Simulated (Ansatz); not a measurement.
Crystal: CoO.

```
CELL_PARAMETERS angstrom
3.19765 0.00000 0.00000
-1.59882 2.76924 0.00000
0.00000 0.00000 5.22871
ATOMIC_POSITIONS crystal
Co 0.33333 0.66667 0.50336
Co 0.00000 0.00000 0.00347
O 0.33333 0.66667 0.87156
O 0.00000 0.00000 0.37161
```

Measurements of this composition are mostly on another form, of space group No. 225.

Base run:

- Program: Ansatz 0.2.0
- Functional: PBE
- Potentials or basis: Ansatz PAW
- Cutoff: 420 eV (not typed: the program's choice for these potentials)
- k mesh: 8 × 8 × 5
- Occupations: fermi-dirac, width 0.05 eV
- Spin: collinear spin, ferromagnetic start
- Starting moments: [2.0, 2.0, 0.0, 0.0] μB
- Fixed moment: 4 μB

Its results: pressure -7.5 GPa; site moments Co +1.67; O +0.15 μB; largest force 0.340 eV/Å.

**Question.** After a change of settings the same cell gave: pressure 2.3 GPa; site moments Co +2.36; O +0.34 μB; largest force 0.292 eV/Å. Which change was it?
A. fixed moment from 4 μB to 6 μB; moments at the start from [2.0, 2.0, 0.0, 0.0] to [3.0, 3.0, 0.0, 0.0]
B. fixed moment from 4 μB to 3 μB; moments at the start from [2.0, 2.0, 0.0, 0.0] to [1.5, 1.5, 0.0, 0.0]
C. fixed moment from 4 μB to 5 μB; moments at the start from [2.0, 2.0, 0.0, 0.0] to [2.5, 2.5, 0.0, 0.0]
D. fixed moment from 4 μB to 8 μB; moments at the start from [2.0, 2.0, 0.0, 0.0] to [4.0, 4.0, 0.0, 0.0]

**Answer.** A.

Caveats: the total moment is fixed, so each spin has its own Fermi level; the thresholds are loose for stress.
